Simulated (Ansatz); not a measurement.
CuO: band structure with PBE

CuO:

```
Cu O
1.0
     0.00000   -2.11656   -2.11656
    -2.11656    0.00000   -2.11656
     2.11656    2.11656   -4.23312
Cu O
2 2
Direct
  0.50389 0.47699 0.48801
  0.00389 0.97699 0.98801
  0.74611 0.77301 0.76199
  0.24611 0.27301 0.26199
```

The cell comes from a database or a generator and needn't be the stable form of this composition.

- Program: Ansatz 0.2.0
- Task: band structure
- Functional: PBE
- Potentials or basis: PseudoDojo standard (PBE files)
- Cutoff: 1252 eV
- Density cutoff: 5007 eV
- k mesh: 10 × 10 × 6
- Occupations: fermi-dirac, width 0.05 eV
- Spin: no spin polarisation
- Path: [["G", "L", "B1"], ["B", "Z", "G", "X"], ["Q", "F", "P1", "Z"], ["L", "P"]]
- Points for each segment of the path: 14

```
Pressure               : 5.4 GPa
Largest force          : 1.192 eV/Å
Band gap on the k mesh : none (metal or under the smearing width)
```

Forces on the atoms (eV/Å):
```
Cu  -0.217  0.310 -1.130
Cu  -0.217  0.310 -1.130
O    0.217 -0.310  1.130
O    0.217 -0.310  1.130
```

Stress tensor (GPa, compression positive):
```
 2.54  0.22 -0.66
 0.22  3.28  1.01
-0.66  1.01 10.47
```

Levels at the corners of the path, in eV from the Fermi level:
```
point  band 21  band 22  band 23  band 24  band 25  band 26  band 27  band 28  band 29  band 30
    Γ    -1.62    -1.56    -1.40    -1.18     0.53     0.69     1.33     5.82     9.36    13.79
    L    -1.46    -1.46    -0.60    -0.60    -0.29    -0.29     7.08     7.08     9.42     9.42
   B1    -1.68    -1.51    -0.99    -0.95    -0.20    -0.10     7.80     7.90     9.11     9.11
    B    -1.52    -1.47    -1.04    -0.97    -0.09    -0.08     7.83     7.84     9.15     9.15
    Z    -1.85    -1.85    -0.17    -0.17    -0.06    -0.06     4.10     4.10    11.97    11.97
    Γ    -1.62    -1.56    -1.40    -1.18     0.53     0.69     1.33     5.82     9.36    13.79
    X    -1.72    -1.50    -1.11    -0.87    -0.17    -0.09     7.83     8.07     8.87     9.39
    Q    -1.59    -1.45    -1.16    -0.95    -0.13    -0.06     7.74     8.26     8.79     9.44
    F    -1.64    -1.61    -1.46    -1.43     0.46     0.60     5.48     5.86     9.37    10.55
   P1    -1.58    -1.45    -1.45    -1.28     0.22     0.45     5.73     6.35     9.21    10.49
    Z    -1.85    -1.85    -0.17    -0.17    -0.06    -0.06     4.10     4.10    11.97    11.97
    L    -1.46    -1.46    -0.60    -0.60    -0.29    -0.29     7.08     7.08     9.42     9.42
    P    -1.56    -1.43    -1.38    -1.30     0.37     0.63     5.74     6.26     9.21    10.46
```

Run time: 90 s on 2 threads of Arm Neoverse V1, with other jobs on the host, peak memory 1.1 GiB.

Caveat: the run has no spin polarisation, though such a crystal can be magnetic; semilocal functionals often make such compounds metallic where correlation or magnetic order opens a gap, which also shifts bond lengths; forces of over 1 eV/Å show positions far from the minimum, so gaps and moduli don't describe the material at rest. With open d or f shells a metallic result of PBE can be an artefact of self-interaction; +U or a hybrid may open a gap.
